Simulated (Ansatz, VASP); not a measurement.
## Two plane-wave programs on C

The input INCAR:

```
PREC = Accurate ; ENCUT = 520
EDIFF = 1E-6 ; ISMEAR = 0
SIGMA = 0.012 ; LREAL = False
LASPH = True ; NELM = 80
ALGO = Normal ; ISIF = 2
LWAVE = False ; LCHARG = False
GGA = PE
```

The input KPOINTS:

```
regular mesh
0
Gamma
  13 13 13
```

POSCAR

```
C
1.0
    0.0000000000      1.7833700000      1.7833700000
    1.7833700000      0.0000000000      1.7833700000
    1.7833700000      1.7833700000      0.0000000000
C
2
Direct
    0.7500000000      0.7500000000      0.7500000000
    0.5000000000      0.5000000000      0.5000000000
```

input.yaml

```yaml
crystal:
  lattice:
    - [0.0, 1.78337, 1.78337]
    - [1.78337, 0.0, 1.78337]
    - [1.78337, 1.78337, 0.0]
  atoms:
    - { symbol: C, position: [0.75, 0.75, 0.75] }
    - { symbol: C, position: [0.5, 0.5, 0.5] }
hamiltonian:
  xc: pbe
  pseudopotentials: { kind: paw }
kpoints:
  mp_grid: { grid: [13, 13, 13] }
scf:
  occupations: { method: gaussian, width: 0.012 }
output:
  forces: true
  stress: true
  eigenvalues: true
  write_density: true
  write_potential: true
  elf: true
  volumetric_format: npy
```

This isn't the form of C at room conditions, which is graphite.

Alike in both runs: task single point; functional PBE; k mesh 13 × 13 × 13; occupations gaussian, width 0.012 eV; no spin polarisation.

```csv
,VASP,Ansatz
version,VASP 6.6.1,Ansatz 0.2.0
potentials or method,"VASP PAW PBE potentials, release 64 (C)",Ansatz PAW
plane-wave cutoff (eV),520,420
valence electrons in the cell,8,8
```

```csv
,VASP,Ansatz,Ansatz less VASP
gap on the k mesh at the Fermi level (eV),4.14,4.15,+0.008
least direct gap on the mesh (eV),5.59,5.59,+0.004
pressure (GPa),2.5,1.8,-0.68
```

The functional is the same, so the differences come from potentials, cutoffs and numerics.

Caveats: an odd mesh through Γ misses points on the zone boundary, where band edges often lie (VASP); odd divisions of the mesh miss points on the zone boundary, where band edges often lie, so the gap on the mesh can be too wide (Ansatz); the pressure holds a Pulay correction of +1.0 GPa for the finite cutoff (Ansatz). PBE gaps usually lie below the measured ones, often by a third to a half.
